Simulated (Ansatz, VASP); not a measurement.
**Two plane-wave programs on ZnO**

```
CELL_PARAMETERS angstrom
3.29461 0.00000 0.00000
-1.64730 2.85322 0.00000
0.00000 0.00000 5.10534
ATOMIC_POSITIONS crystal
Zn 0.33333 0.66667 0.49469
Zn 0.66667 0.33333 0.99469
O 0.66667 0.33333 0.38432
O 0.33333 0.66667 0.88432
```

Change from the starting cell: in-plane strain +0.02, out-of-plane length and atoms relaxed by PAW.

Alike in both runs: functional PBEsol; k mesh 8 × 8 × 4; no spin polarisation.

Ansatz relaxed the structure, and its values are those at the end. VASP's run is a single point on that final structure, the one shown.

|  | VASP | Ansatz |
| --- | --- | --- |
| version | VASP 6.6.1 | Ansatz 0.2.0 |
| potentials or method | VASP PAW PBE potentials, release 64 (Zn, O) | PAW with Ansatz's default frozen-core files, scalar-relativistic |
| plane-wave cutoff (eV) | 520 | 420 |
| occupations | gaussian, width 0.01 eV | fixed |
| valence electrons in the cell | 36 | 36 |

Ansatz gave:

* gap on the k mesh at the Fermi level (eV): 0.72
* pressure (GPa): -2.8
* rms of the force components (eV/Å): 0.000

Task: What did VASP give for the same quantities?

Result: gap on the k mesh at the Fermi level (eV): 0.71; pressure (GPa): -1.8; rms of the force components (eV/Å): 0.004.

Caveats: the PAW data sets were made with another functional, which shifts forces and pressure a little (VASP).
